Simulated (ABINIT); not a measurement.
# TiO2 (Anatase) (I4_1/amd) in ABINIT: further runs

Runs on TiO2 (Anatase). Level: PBE. Tasks: single point.

Everything below comes from runs of ABINIT 10.8.3 (patched build). Logs are shortened: lines on timing, memory, paths and dates and some standing lists are left out, and cuts for length are marked. The log counts tension as positive stress, the text compression.

## (1) The crystal as given

It takes space group I4_1/amd (No. 141, tetragonal). Conventional cell: a = 3.784 Å, b = 3.784 Å, c = 9.515 Å, α = 90.00°, β = 90.00°, γ = 90.00°. Ti (site symmetry -4m2) is surrounded by 6 O at 1.93 to 1.98 Å. Around O (site symmetry 2mm) lie 3 Ti at 1.93 to 1.98 Å.

## (2) Single point, PBE

Contents of run.abi:

```
# Pseudopotentials
pp_dirpath "./"
pseudos "Ti.upf, O.upf"

# Structure
acell 3*1.0 Angstrom
rprim
    -1.8921000000     1.8921000000     4.7573000000
     1.8921000000    -1.8921000000     4.7573000000
     1.8921000000     1.8921000000    -4.7573000000
ntypat 2
znucl 22 8
natom 6
typat 1 1 2 2 2 2
xcart
     0.0000000000     1.8921000000     2.3786500000
     0.0000000000     0.0000000000     0.0000000000
     0.0000000000     0.0000000000     7.5346117400
     0.0000000000     1.8921000000     0.3986617400
     0.0000000000     1.8921000000     4.3586382600
     0.0000000000     0.0000000000     1.9799882600 Angstrom

# Plane-wave basis
ecut 35.0

# k points
kptopt 1
ngkpt 8 8 8
nshiftk 1
shiftk 0.0 0.0 0.0

# Exchange and correlation
ixc 11

# Bands and occupations
nband 29
occopt 3
tsmear 0.05 eV

# SCF cycle
nstep 100
tolvrs 1.0e-10

# Output
iomode 3
prtwf 0
prtden 0
prteig 0
prtebands 0
enunit 2
```

Potentials or basis: PseudoDojo NC SR PBE v0.4.1 standard.

Started as:

```console
> abinit run.abi > log 2>&1
```

run.abo:

```text
.Version 10.8.3 of ABINIT
 Symmetries : space group I4_1/a m d (#141); Bravais tI (body-center tetrag.)
================================================================================
 Values of the parameters that define the memory need of the present run
     intxc =       0    ionmov =       0      iscf =       7    lmnmax =       6
     lnmax =       6     mgfft =      60  mpssoang =       3    mqgrid =    3001
     natom =       6  nloc_mem =       1    nspden =       1   nspinor =       1
    nsppol =       1      nsym =      16    n1xccc =    2501    ntypat =       2
    occopt =       3   xclevel =       2
       mpw =        4568          nfft =      216000          nkpt =          59
================================================================================
================================================================================

--------------------------------------------------------------------------------
------------- Echo of variables that govern the present computation ------------
--------------------------------------------------------------------------------
 -outvars: echo values of preprocessed input variables --------
            acell      1.8897261259E+00  1.8897261259E+00  1.8897261259E+00 Bohr
              amu      4.78800000E+01  1.59994000E+01
             ecut      3.50000000E+01 Hartree
           enunit           2
                       outvar_i_n : Printing only first  50 k-points.
              ixc          11
                       outvar_i_n : Printing only first  50 k-points.
         kptrlatt        8    0    0      0    8    0      0    0    8
          kptrlen      5.72088128E+01
            natom           6
            nband          29
            ngfft          60      60      60
             nkpt          59
            nstep         100
             nsym          16
           ntypat           2
                       prtocc : prtvol=0, do not print more k-points.
           occopt           3
           prtden           0
        prtebands           0
           prteig           0
            prtwf           0
            rprim     -1.8921000000E+00  1.8921000000E+00  4.7573000000E+00
                       1.8921000000E+00 -1.8921000000E+00  4.7573000000E+00
                       1.8921000000E+00  1.8921000000E+00 -4.7573000000E+00
          spgroup         141
           tolvrs      1.00000000E-10
           tsmear      1.83746611E-03 Hartree
            typat      1  1  2  2  2  2
                       outvars : Printing only first  50 k-points.
           xangst      1.1750094465E-16  1.8921000000E+00  2.3786500000E+00
                       0.0000000000E+00  0.0000000000E+00  0.0000000000E+00
                       5.3581935273E-17 -5.8316598484E-17  7.5346117400E+00
                       0.0000000000E+00  1.8921000000E+00  3.9866174000E-01
                       1.1750094465E-16  1.8921000000E+00  4.3586382600E+00
[... 183 lines left out ...]
 Fermi (or HOMO) energy (hartree) =   0.19294   Average Vxc (hartree)=  -0.39712
 Eigenvalues (hartree) for nkpt=  59  k points:
 kpt#   1, nband= 29, wtk=  0.00195, kpt=  0.0000  0.0000  0.0000 (reduced coord)
  -1.91866   -1.91642   -1.05476   -1.04595   -1.04595   -1.04329   -1.04329   -1.04018
  -0.49501   -0.45767   -0.45231   -0.43986    0.00705    0.01142    0.01142    0.02631
   0.07581    0.07581    0.07755    0.12348    0.12362    0.12362    0.13465    0.13465
   0.23086    0.25828    0.29982    0.30054    0.30095
      occupation numbers for kpt#   1
   2.00000    2.00000    2.00000    2.00000    2.00000    2.00000    2.00000    2.00000
   2.00000    2.00000    2.00000    2.00000    2.00000    2.00000    2.00000    2.00000
   2.00000    2.00000    2.00000    2.00000    2.00000    2.00000    2.00000    2.00000
   0.00000    0.00000    0.00000    0.00000    0.00000
 prteigrs : prtvol=0 or 1, do not print more k-points.

 Fermi (or HOMO) energy (eV) =   5.25008   Average Vxc (eV)= -10.80609
 Eigenvalues (   eV  ) for nkpt=  59  k points:
 kpt#   1, nband= 29, wtk=  0.00195, kpt=  0.0000  0.0000  0.0000 (reduced coord)
 -52.20940  -52.14834  -28.70144  -28.46168  -28.46168  -28.38936  -28.38936  -28.30464
 -13.46998  -12.45392  -12.30787  -11.96934    0.19193    0.31082    0.31082    0.71606
   2.06291    2.06291    2.11016    3.36008    3.36387    3.36387    3.66395    3.66395
   6.28213    7.02811    8.15859    8.17822    8.18918
 prteigrs : prtvol=0 or 1, do not print more k-points.

--- !EnergyTerms
iteration_state     : {dtset: 1, }
comment             : Components of total free energy in Hartree
kinetic             :  9.01352829335139E+01
hartree             :  5.04225154499754E+01
xc                  : -3.41765975331350E+01
Ewald energy        : -1.22088434587365E+02
psp_core            :  5.65316920799711E+00
local_psp           : -1.66727758976227E+02
non_local_psp       : -8.43290634523813E+00
internal            : -1.85214729850478E+02
'-kT*entropy'       : -8.98278054565116E-13
total_energy        : -1.85214729850479E+02
total_energy_eV     : -5.03994955240642E+03
band_energy         : -2.23661636599716E+01
...

 Cartesian components of stress tensor (hartree/bohr^3)
  sigma(1 1)= -7.55052446E-05  sigma(3 2)=  0.00000000E+00
  sigma(2 2)= -7.55052446E-05  sigma(3 1)=  0.00000000E+00
  sigma(3 3)= -1.19126268E-04  sigma(2 1)=  0.00000000E+00

-Cartesian components of stress tensor (GPa)         [Pressure=  2.6492E+00 GPa]
- sigma(1 1)= -2.22144099E+00  sigma(3 2)=  0.00000000E+00
- sigma(2 2)= -2.22144099E+00  sigma(3 1)=  0.00000000E+00
- sigma(3 3)= -3.50481580E+00  sigma(2 1)=  0.00000000E+00

== END DATASET(S) ==============================================================
================================================================================

 -outvars: echo values of variables after computation  --------
            acell      1.8897261259E+00  1.8897261259E+00  1.8897261259E+00 Bohr
           etotal     -1.8521472985E+02
            fcart      3.1849929343E-20 -1.1271036044E-19  3.6140072373E-20
                       3.1849929231E-20 -1.1271036033E-19  3.6140072463E-20
                      -2.5883037305E-19 -4.0339066271E-19 -1.6168659907E-03
                      -1.6249079753E-20 -1.6080936942E-19 -1.6168659907E-03
                      -1.1115063738E-19  1.7796994195E-19  1.6168659907E-03
                       3.2253023161E-19  6.1165081094E-19  1.6168659907E-03
            rprim     -1.8921000000E+00  1.8921000000E+00  4.7573000000E+00
                       1.8921000000E+00 -1.8921000000E+00  4.7573000000E+00
                       1.8921000000E+00  1.8921000000E+00 -4.7573000000E+00
           strten     -7.5505244644E-05 -7.5505244644E-05 -1.1912626771E-04
                       0.0000000000E+00  0.0000000000E+00  0.0000000000E+00
           xangst      1.1750094465E-16  1.8921000000E+00  2.3786500000E+00
                       0.0000000000E+00  0.0000000000E+00  0.0000000000E+00
                       5.3581935273E-17 -5.8316598484E-17  7.5346117400E+00
                       0.0000000000E+00  1.8921000000E+00  3.9866174000E-01
                       1.1750094465E-16  1.8921000000E+00  4.3586382600E+00
                       2.0881547650E-17 -2.2125749461E-17  1.9799882600E+00
             xred      7.5000000000E-01  2.5000000000E-01  5.0000000000E-01
                       0.0000000000E+00  0.0000000000E+00  0.0000000000E+00
                       7.9190000000E-01  7.9190000000E-01 -1.2511662203E-18
                       5.4190000000E-01  4.1900000000E-02  5.0000000000E-01
                       9.5810000000E-01  4.5810000000E-01  5.0000000000E-01
                       2.0810000000E-01  2.0810000000E-01 -3.2878859761E-19
 Calculation completed.
```

It took 14 min on 1 thread of Intel Xeon Platinum 8488C (Sapphire Rapids), shared host; peak memory 0.24 GiB.

Results:

```
Free energy                                           : -5039.9496 eV
Largest force                                         : 0.083 eV/Å
Band gap on the k mesh                                : 2.19 eV, indirect (least direct gap 2.49 eV)
Valence electrons inside the program's atomic spheres : Ti 9.43; O 6.31
```

Forces in eV/Å, atoms in the order of the input:
```
Ti   0.000  0.000  0.000
Ti   0.000  0.000  0.000
O    0.000  0.000 -0.083
O    0.000  0.000 -0.083
O    0.000  0.000  0.083
O    0.000  0.000  0.083
```

Levels at points of the mesh, in eV from the valence-band top:
```tsv
k point	band 20	band 21	band 22	band 23	band 24	band 25	band 26	band 27	band 28	band 29
(0.00, 0.00, 0.00)	-0.74	-0.73	-0.73	-0.43	-0.43	2.19	2.93	4.06	4.08	4.09
(0.50, 0.00, 0.00)	-1.92	-1.92	-0.91	-0.81	-0.60	3.32	3.63	3.64	3.75	4.45
(0.50, 0.50, 0.00)	-2.62	-2.02	-2.02	0.00	0.00	3.43	3.43	3.90	3.90	4.97
(0.50, 0.50, 0.50)	-1.31	-1.23	-1.23	-0.09	-0.09	2.55	2.55	3.86	3.87	4.33
```

Caveat: the cutoff is too short for stress, so the log's stress isn't used.

## (3) Single point, PBE

Contents of run.abi:

```
pp_dirpath "./"
pseudos "Ti.upf, O.upf"

acell 3*1.0
rprim
    -3.5755508004     3.5755508004     8.9899940927
     3.5755508004    -3.5755508004     8.9899940927
     3.5755508004     3.5755508004    -8.9899940927
ntypat 2
znucl 22 8
natom 6
typat 1 1 2 2 2 2
xcart
     0.0000000000     3.5755508004     4.4949970463
     0.0000000000     0.0000000000     0.0000000000
     0.0000000000     0.0000000000    14.2383526440
     0.0000000000     3.5755508004     0.7533615050
     0.0000000000     3.5755508004     8.2366325877
     0.0000000000     0.0000000000     3.7416355414

ecut 35.0

kptopt 1
ngkpt 8 8 8
nshiftk 1
shiftk 0.0 0.0 0.0

ixc 11

nband 29
occopt 3
tsmear 0.05 eV

nstep 100
tolvrs 1.0e-10

iomode 3
prtwf 0
prteig 0
prtebands 0
enunit 2
prtden 1
prtvha 1
prtvclmb 1
prtpot 1
prtelf 1
```

Potentials or basis: PseudoDojo NC SR PBE v0.4.1 standard.

Started as:

```console
> mpirun --bind-to none -np 4 abinit run.abi > log 2>&1
```

Wall time 3.3 min (4 MPI ranks of Arm Neoverse V2, shared host); peak memory 0.6 GiB.

The run converged. Its results:

| Quantity | Value |
| --- | --- |
| Free energy | -5039.9496 eV |
| Largest force | 0.083 eV/Å |
| Band gap on the k mesh | 2.19 eV, indirect (least direct gap 2.49 eV) |
| Valence electrons inside the program's atomic spheres | Ti 9.43; O 6.31 |

Forces in eV/Å, atoms in the order of the input:
```
Ti   0.000  0.000  0.000
Ti   0.000  0.000  0.000
O    0.000  0.000 -0.083
O    0.000  0.000 -0.083
O    0.000  0.000  0.083
O    0.000  0.000  0.083
```

Levels at points of the mesh, in eV from the valence-band top:
```tsv
k point	band 22	band 23	band 24	band 25	band 26	band 27
(0.00, 0.00, 0.00)	-0.73	-0.43	-0.43	2.19	2.93	4.06
(0.50, 0.00, 0.00)	-0.91	-0.81	-0.60	3.32	3.63	3.64
(0.50, 0.50, 0.00)	-2.02	0.00	0.00	3.43	3.43	3.90
(0.50, 0.50, 0.50)	-1.23	-0.09	-0.09	2.55	2.55	3.86
```

Caveat: the cutoff is too short for stress, so the log's stress isn't used.
